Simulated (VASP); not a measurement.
Write the native input for VASP 6.6.1 that does the following.

```
Task                   : relaxation of cell and atoms
Functional             : PBEsol
Potentials or basis    : VASP PAW PBE potentials, release 64 (K_sv, Ta_pv, O)
Cutoff                 : 600 eV
k mesh                 : 8 × 8 × 8
Occupations            : gaussian, width 0.03 eV
Spin                   : no spin polarisation
Further INCAR settings : ALGO = Normal; EDIFF = 1e-06; IBRION = 2; EDIFFG = -0.01; NSW = 90; ISIF = 3
```

The structure of KTaO3 lies in POSCAR:

```
KTaO3
1.0
    3.9883000000      0.0000000000      0.0000000000
    0.0000000000      3.9883000000      0.0000000000
    0.0000000000      0.0000000000      3.9883000000
K Ta O
1 1 3
Direct
    0.5000000000      0.5000000000      0.5000000000
    0.0000000000      0.0000000000      0.0000000000
    0.5000000000      0.0000000000      0.0000000000
    0.0000000000      0.5000000000      0.0000000000
    0.0000000000      0.0000000000      0.5000000000
```

One way to write it, as run:

INCAR

```
SYSTEM = KTaO3
  ALGO = Normal
  EDIFF = 1E-6
  EDIFFG = -0.01
  ENCUT = 600
  GGA = PS
  IBRION = 2
  ISIF = 3
  ISMEAR = 0
  LASPH = .True.
  LCHARG = .False.
  LREAL = .False.
  LWAVE = .False.
  NELM = 80
  NSW = 90
  PREC = Accurate
  SIGMA = 0.03
```

KPOINTS

```
k-points
0
Gamma
  8 8 8
  0 0 0
```

Potentials or basis: VASP PAW PBE potentials, release 64 (K_sv, Ta_pv, O).

The run is started by

```sh
$ cat potpaw_PBE.64/K_sv/POTCAR potpaw_PBE.64/Ta_pv/POTCAR potpaw_PBE.64/O/POTCAR > POTCAR
$ mpirun -np 1 vasp_std > vasp.out
```

Results of the run:

| Item | Value |
| --- | --- |
| Relaxed volume | 12.70 Å³/atom |
| Relaxed cell | a = 3.989 Å, b = 3.989 Å, c = 3.989 Å, α = 90.00°, β = 90.00°, γ = 90.00° |
| Space group after relaxing (to 0.05 Å) | Pm-3m (No. 221) |
| Energy gained by relaxing | 0.0 meV/atom |
| Ionic steps | 3 |
| Pressure after relaxing | 0.0 GPa |
| Band gap on the k mesh | 2.09 eV, indirect (least direct gap 2.71 eV) |

Caveat: the PAW data sets were made with another functional, which shifts forces and pressure a little; spin-orbit coupling is left out, which moves the levels of the heavy elements.

Wall time 74 s on 1 thread of AMD EPYC 7R13 Processor (Zen 3) (shared host), peak memory 0.19 GiB.
